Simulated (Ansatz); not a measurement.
**TaN under strains and displacements**

Level of theory: DFT PBEsol, scalar-relativistic, plane waves, PAW in Ansatz 0.2.0.

Plane waves to 420 eV, a k mesh through Γ of 9×9×10 on the computed 6-atom cell and Gaussian smearing (0.10 eV); no spin polarisation.

Reference cell:

```
CELL_PARAMETERS angstrom
5.18500 0.00000 0.00000
-2.59250 4.49034 0.00000
0.00000 0.00000 2.90800
ATOMIC_POSITIONS crystal
Ta 0.00000 0.00000 0.00000
Ta 0.33333 0.66667 0.50000
Ta 0.66667 0.33333 0.50000
N 0.50000 0.00000 0.00000
N 0.50000 0.50000 0.00000
N 0.00000 0.50000 0.00000
```

Each variant moves atoms of this cell by the vectors given, if any (Å), and then applies a symmetric strain (tensor components, Cartesian axes). The reference cell isn't relaxed at this level. Energies are per atom at zero smearing, counted from the lowest variant. Pressure is positive in compression.

1. no strain; moves: Ta2 (0.000, 0.000, 0.045)
2. no strain; moves: Ta3 (0.000, 0.045, 0.000)
3. no strain; moves: N4 (0.034, 0.023, 0.018)

```json
{"variant": "1", "ΔE (meV/atom)": "?", "P (GPa)": "?", "largest force (eV/Å)": "?", "gap on mesh (eV)": "?", "space group": "?"}
{"variant": "2", "ΔE (meV/atom)": "3.4", "P (GPa)": "1.66", "largest force (eV/Å)": "1.22", "gap on mesh (eV)": "0", "space group": "Amm2"}
{"variant": "3", "ΔE (meV/atom)": "0.0", "P (GPa)": "1.55", "largest force (eV/Å)": "0.84", "gap on mesh (eV)": "0", "space group": "P1"}
```

Task: Give the withheld rows.

Result:
```json
{"variant": "1", "ΔE (meV/atom)": "2.4", "P (GPa)": "1.72", "largest force (eV/Å)": "0.97", "gap on mesh (eV)": "0", "space group": "P3m1"}
```

Spin-orbit coupling is left out, which matters for the bands of heavy elements.

This form isn't the usual stable structure of the compound.